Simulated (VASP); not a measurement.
Wanted: the native input for a VASP 6.6.1 run.

| Quantity | Value |
| --- | --- |
| Task | dielectric tensor |
| Functional | PBE |
| Dispersion | D3(BJ) |
| Potentials or basis | VASP PAW PBE potentials, release 64 (Sb) |
| Cutoff | 520 eV |
| k mesh | 3 × 3 × 3 |
| Occupations | gaussian, width 0.02 eV |
| Spin | no spin polarisation |
| Further INCAR settings | ALGO = Normal; EDIFF = 1e-07 |

The structure of Sb lies in POSCAR:

```
Sb                                      
1.0
    2.1347477507      1.2324971887      3.5113870629
   -2.1347477507      1.2324971887      3.5113870629
    0.0000000000     -2.4649943774      3.5113870629
  Sb            
     2
Direct
     0.2356385226271556    0.2356385226271556    0.2356385226271556
     0.7643614773728444    0.7643614773728444    0.7643614773728444
```

One way to write it, as run:

INCAR

```
SYSTEM = Sb
PREC = Accurate
ENCUT = 520
EDIFF = 1E-7
ISMEAR = 0
SIGMA = 0.02
LREAL = .FALSE.
LASPH = .TRUE.
NELM = 60
ALGO = Normal
ISIF = 2
LWAVE = .FALSE.
LCHARG = .FALSE.
GGA = PE
IVDW = 12
LEPSILON = .TRUE.
```

KPOINTS

```
Automatic mesh
0
G
  3 3 3
  0 0 0
```

Potentials or basis: VASP PAW PBE potentials, release 64 (Sb).

Launch:

```sh
$ cat potpaw_PBE.64/Sb/POTCAR > POTCAR
$ mpirun -np 1 vasp_std > vasp.out
```

It gave:

The band gap on the k mesh is 1.09 eV, indirect (least direct gap 1.10 eV) and the electronic dielectric tensor (diagonal) is 23.05, 23.05, 20.11. The born charges (mean of the diagonal) is Sb +0.00 e and the dispersion energy per atom is -0.516 eV.

Caveat: the k mesh is coarse (spacing up to 0.60 Å⁻¹), so the values aren't converged; spin-orbit coupling is left out, which moves the levels of the heavy elements; an odd mesh through Γ misses points on the zone boundary, where band edges often lie.

Wall time 93 s on 1 thread of AMD EPYC 7R43 64-Core Processor (Zen 3), on a shared host, peak memory 0.14 GiB.
